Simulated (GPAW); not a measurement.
A run of GPAW 26.7.0 is set up as follows.

run.py

```python
from ase.calculators.mixing import SumCalculator
from ase.filters import FrechetCellFilter
from ase.io import read, write
from ase.optimize import BFGS
from dftd4.ase import DFTD4
from gpaw import GPAW, PW, setup_paths

setup_paths.insert(0, '.')

atoms = read('POSCAR')

calc = GPAW(mode=PW(600),
            xc='BLYP',
            kpts={'size': (12, 12, 12), 'gamma': True},
            occupations={'name': 'fermi-dirac', 'width': 0.05},
            nbands=17,
            convergence={'density': 1e-05, 'forces': 0.0001},
            eigensolver='davidson',
            maxiter=150,
            txt='gpaw.txt')
atoms.calc = SumCalculator([calc, DFTD4(method='blyp')])
opt = BFGS(FrechetCellFilter(atoms), trajectory='relax.traj', logfile='-')
done = opt.run(fmax=0.02, steps=60)
calc.write('gs.gpw')
write('result.traj', atoms)
print('Converged:', done)
print('Cell:', atoms.cell.cellpar().round(4))
print('Volume:', round(atoms.get_volume(), 4))
print(atoms.get_scaled_positions().round(5))
```

File POSCAR:

```
Pd
1.0
    0.0000000000      1.9465000000      1.9465000000
    1.9465000000      0.0000000000      1.9465000000
    1.9465000000      1.9465000000      0.0000000000
Pd
1
Direct
    0.0000000000      0.0000000000      0.0000000000
```

Potentials or basis: PAW data sets generated in the run's folder for this functional, pw.

Command:

```bash
$ gpaw-setup -f BLYP Pd
$ OMP_NUM_THREADS=1 python run.py
```

**Question.** Estimate the relaxed cell.

**Answer.** a = 2.790 Å, b = 2.790 Å, c = 2.790 Å, α = 60.00°, β = 60.00°, γ = 60.00°.

**Question.** What does it give for the space group after relaxing (to 0.05 Å)?

**Answer.** Fm-3m (No. 225).

**Question.** Estimate the band gap on the k mesh.

**Answer.** None (metal or under the smearing width).

Final structure:
```
Pd
1.0
     0.00000    1.97305    1.97305
     1.97305    0.00000    1.97305
     1.97305    1.97305    0.00000
Pd
1
Direct
  0.00000 0.00000 0.00000
```

Caveat: later steps reuse the first step's grids. Zero-point motion and thermal expansion aren't in these numbers.
